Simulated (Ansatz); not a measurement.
# H on Si (100)

Aim: for Si, adsorb H from several starts and take the binding apart.

Computed with Ansatz 0.2.0 (DFT PBE+D3(BJ), scalar-relativistic, plane waves, PAW, unless a step's input says otherwise).

1 further run of the same task is left out (set aside as unsound or not needed).

## Step 1: The starting structure

It takes space group Pmm2 (No. 25, orthorhombic). The conventional cell has a = 3.834 Å, b = 7.667 Å, c = 25.112 Å, α = 90.00°, β = 90.00°, γ = 90.00°. Si (site symmetry m) has 2 H at 1.47 to 1.48 Å as nearest neighbours. Si (site symmetry m) is surrounded by 4 Si at 2.35 Å. Si (site symmetry mm2) is surrounded by 4 Si at 2.32 to 2.35 Å. Si (site symmetry mm2) is surrounded by 4 Si at 2.35 to 2.38 Å. Around Si (site symmetry mm2) lie 4 Si at 2.37 to 2.38 Å. Around Si (site symmetry m) lie 4 Si at 2.35 to 2.37 Å. Around Si (site symmetry m) lie 1 F at 1.62 Å. Only part of the 11 independent sites is listed.

Structure file:

```
CELL_PARAMETERS angstrom
7.66719 0.00000 0.00000
0.00000 7.66719 0.00000
0.00000 0.00000 25.11228
ATOMIC_POSITIONS crystal
Si 0.50000 0.25000 0.35168
Si 0.50000 0.75000 0.35168
Si 0.00000 0.25000 0.35168
Si 0.00000 0.75000 0.35168
Si 0.50000 0.50000 0.40565
Si 0.50000 0.00000 0.40565
Si 0.00000 0.50000 0.40565
Si 0.00000 0.00000 0.40565
Si 0.75000 0.50000 0.45962
Si 0.75000 0.00000 0.45962
Si 0.25000 0.50000 0.45962
Si 0.25000 0.00000 0.45962
Si 0.75000 0.75000 0.51142
Si 0.75000 0.25000 0.51142
Si 0.25000 0.75000 0.51553
Si 0.25000 0.25000 0.51553
Si 0.99352 0.75000 0.56795
Si 0.99352 0.25000 0.56795
Si 0.50648 0.75000 0.56795
Si 0.50648 0.25000 0.56795
Si 0.90897 0.00000 0.61556
Si 0.90897 0.50000 0.61556
Si 0.59103 0.00000 0.61556
Si 0.59103 0.50000 0.61556
H 0.35128 0.25000 0.31438
H 0.35128 0.75000 0.31438
H 0.84997 0.25000 0.31493
H 0.84997 0.75000 0.31493
H 0.65003 0.25000 0.31493
H 0.65003 0.75000 0.31493
H 0.14872 0.25000 0.31438
H 0.14872 0.75000 0.31438
F 0.97965 0.00000 0.67632
F 0.97965 0.50000 0.67632
F 0.52035 0.00000 0.67632
F 0.52035 0.50000 0.67632
```

Miller indices refer to the conventional cell of the relaxed bulk, Fd-3m (No. 227): a = 5.422 Å, b = 5.422 Å, c = 5.422 Å, α = 90.00°, β = 90.00°, γ = 90.00°.

This (100) slab, 6.8 Å thick as cut, with 16 Å of vacuum, in a 2×2 surface cell; its outer planes are Si (top) and Si (bottom), was relaxed beforehand with its lower half held: -18625.8173 eV, gap on the mesh 0.98 eV, ionisation potential 6.57 eV (top face), 4.92 eV (bottom face), electron affinity 5.59 eV (top face), 3.94 eV (bottom face), dipole along +c -0.536 e·Å per cell.

## Step 2: H, anchor, over a top (F) site

File input.yaml:

```yaml
crystal:
  lattice:
    - [7.6671877233, 0.0, 0.0]
    - [0.0, 7.6671877233, 0.0]
    - [0.0, 0.0, 27.1122849274]
  atoms:
    - { symbol: Si, position: [0.5, 0.25, 0.3257336817] }
    - { symbol: Si, position: [0.5, 0.75, 0.3257336817] }
    - { symbol: Si, position: [0.0, 0.25, 0.3257336817] }
    - { symbol: Si, position: [0.0, 0.75, 0.3257336817] }
    - { symbol: Si, position: [0.5, 0.5, 0.3757250458] }
    - { symbol: Si, position: [0.5, 0.0, 0.3757250458] }
    - { symbol: Si, position: [0.0, 0.5, 0.3757250458] }
    - { symbol: Si, position: [0.0, 0.0, 0.3757250458] }
    - { symbol: Si, position: [0.75, 0.5, 0.4257164099] }
    - { symbol: Si, position: [0.75, 0.0, 0.4257164099] }
    - { symbol: Si, position: [0.25, 0.5, 0.4257164099] }
    - { symbol: Si, position: [0.25, 0.0, 0.4257164099] }
    - { symbol: Si, position: [0.75, 0.75, 0.4736984898] }
    - { symbol: Si, position: [0.75, 0.25, 0.4736984898] }
    - { symbol: Si, position: [0.25, 0.75, 0.4775022458] }
    - { symbol: Si, position: [0.25, 0.25, 0.4775022458] }
    - { symbol: Si, position: [-0.0064760264, 0.75, 0.5260573506] }
    - { symbol: Si, position: [-0.0064760264, 0.25, 0.5260573506] }
    - { symbol: Si, position: [0.5064760264, 0.75, 0.5260573506] }
    - { symbol: Si, position: [0.5064760264, 0.25, 0.5260573506] }
    - { symbol: Si, position: [0.9089712359, 0.0, 0.5701473484] }
    - { symbol: Si, position: [0.9089712359, 0.5, 0.5701473484] }
    - { symbol: Si, position: [0.5910287641, 0.0, 0.5701473484] }
    - { symbol: Si, position: [0.5910287641, 0.5, 0.5701473484] }
    - { symbol: H, position: [0.3512804929, 0.25, 0.2911899567] }
    - { symbol: H, position: [0.3512804929, 0.75, 0.2911899567] }
    - { symbol: H, position: [0.8499716501, 0.25, 0.291698493] }
    - { symbol: H, position: [0.8499716501, 0.75, 0.291698493] }
    - { symbol: H, position: [0.6500283499, 0.25, 0.291698493] }
    - { symbol: H, position: [0.6500283499, 0.75, 0.291698493] }
    - { symbol: H, position: [0.1487195071, 0.25, 0.2911899567] }
    - { symbol: H, position: [0.1487195071, 0.75, 0.2911899567] }
    - { symbol: F, position: [0.9796509296, 0.0, 0.6264315981] }
    - { symbol: F, position: [0.9796509296, 0.5, 0.6264315981] }
    - { symbol: F, position: [0.5203490704, 0.0, 0.6264315981] }
    - { symbol: F, position: [0.5203490704, 0.5, 0.6264315981] }
    - { symbol: H, position: [0.5203490704, 0.5, 0.7031495879], spin: 1.0 }
basis:
  ecutwfc: 420
kpoints:
  mp_grid: { grid: [2, 2, 1] }
hamiltonian:
  xc: pbe
  dispersion: d3bj
scf:
  occupations: { method: gaussian, width: 0.05 }
output:
  forces: true
  eigenvalues: true
  populations: true
  write_density: true
  write_potential: true
  elf: true
  volumetric_format: npy
magnetization:
  spin_polarized: true
relax:
  adjacent_minimum: "off"
  f_tol: 0.04
  max_steps: 100
  constraints: [{ sites: [0, 1, 2, 3, 4, 5, 6, 7, 8, 9, 10, 11] }]
efield:
  axis: 3
  dipole_correction: true
  ramp_width: 0.04
```

On the command line:

```console
> ansatz run input.yaml --threads 4 --pin off --max-ram 10240MiB --backend cpu --events-out ev --progress --plain --runs-dir out
```

The session goes on with these runs: H, anchor, over a hollow (nearest F) site; the lowest end once more, with its density; the slab alone, frozen as in the lowest end; the molecules alone, frozen as adsorbed.

Before running it: what results should come out? Wanted: H: lowest end; interaction of the frozen parts; electrons moved above the midplane.

The runs gave:

| quantity | value |
| --- | --- |
| H: lowest end | E_ads -0.83 eV, anchor start over hollow F-F |
| interaction of the frozen parts | -0.86 eV a cell |
| cost of deforming the slab | 0.03 eV |
| cost of deforming and crowding the molecules | 0.00 eV |
| electrons moved above the midplane | -0.012 |

In words: H binds with 0.83 eV a molecule at best. In all 0.40 electrons are rearranged, and 0.01 cross the midplane towards the slab. Some metallic runs here have no spin polarisation while others do, so their energies compare only roughly.
